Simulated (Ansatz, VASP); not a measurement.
## Two plane-wave programs on AlN (hf)

```xyz
4
Lattice="3.1302 0.0000 0.0000 -1.5651 2.7109 0.0000 0.0000 0.0000 5.0180" Properties=species:S:1:pos:R:3 pbc="T T T"
Al    0.0000    1.8072   -0.0039
Al    1.5651    0.9036    2.5051
N     0.0000    1.8072    1.9107
N     1.5651    0.9036    4.4197
```

Alike in both runs: task single point; functional HF; k mesh 6 × 6 × 4; no spin polarisation.

|  | VASP | Ansatz |
| --- | --- | --- |
| version | VASP 6.6.1 | Ansatz 0.2.0 |
| potentials or method | VASP PAW PBE potentials, release 64 (Al, N) | scalar-relativistic, plane waves, PAW |
| plane-wave cutoff (eV) | 520 | 420 |
| occupations | gaussian, width 0.01 eV | fixed |
| valence electrons in the cell | 16 | 16 |

```csv
,VASP,Ansatz,Ansatz less VASP
gap on the k mesh at the Fermi level (eV),12.04,13.27,+1.229
least direct gap on the mesh (eV),12.04,13.27,+1.229
pressure (GPa),-6.5,-6.4,+0.12
largest component of the traceless stress (GPa),0.98,0.25,-0.735
rms of the force components (eV/Å),0.029,0.010,-0.0194
```

Atom by atom the forces differ by 0.019 eV/Å (rms over components). One of these differences is far larger than is usual between the two programs; its cause wasn't traced. Ansatz warned: «stress_exchange_threshold_loose».

Caveats: the PAW data sets were made with another functional, which shifts forces and pressure a little (VASP).
